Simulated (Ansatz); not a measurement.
# Rb: the cost of one run

Program: Ansatz 0.2.0. Level of theory: DFT PBE, scalar-relativistic, plane waves, PAW. These are calculated values, not measurements.

## 1. Starting point

It takes space group P6_3/mmc (No. 194, hexagonal). Conventional cell: a = 5.088 Å, b = 5.088 Å, c = 8.442 Å, α = 90.00°, β = 90.00°, γ = 120.00°.

As a file:

```
CELL_PARAMETERS angstrom
5.08821 0.00000 0.00000
-2.54410 4.40652 0.00000
0.00000 0.00000 8.44206
ATOMIC_POSITIONS crystal
Rb 0.33333 0.66667 0.25000
Rb 0.66667 0.33333 0.75000
```

The structure comes from the Materials Project (structure only).

## 2. A change within the space group

Against the listed cell: strain xx, yy, zz, yz, xz, xy = -3.0, -3.0, +6.0, +0.0, +0.0, +0.0 %.

input.yaml

```yaml
crystal:
  lattice:
    - [4.9343904791, 0.0, 0.0]
    - [-2.4671952396, 4.2733075071, 0.0]
    - [0.0, 0.0, 8.9466397855]
  atoms:
    - { symbol: Rb, position: [0.33333333, 0.66666667, 0.25] }
    - { symbol: Rb, position: [0.66666667, 0.33333333, 0.75] }
basis:
  ecutwfc: 420
kpoints:
  mp_grid: { grid: [9, 9, 6] }
hamiltonian:
  xc: pbe
scf:
  occupations: { method: gaussian, width: 0.1 }
output:
  forces: true
  stress: true
  eigenvalues: true
```

Q: Estimate wall time and peak memory on 1 thread of an Arm CPU, shared host.

About 4.7 s, with a peak of 0.41 GiB.
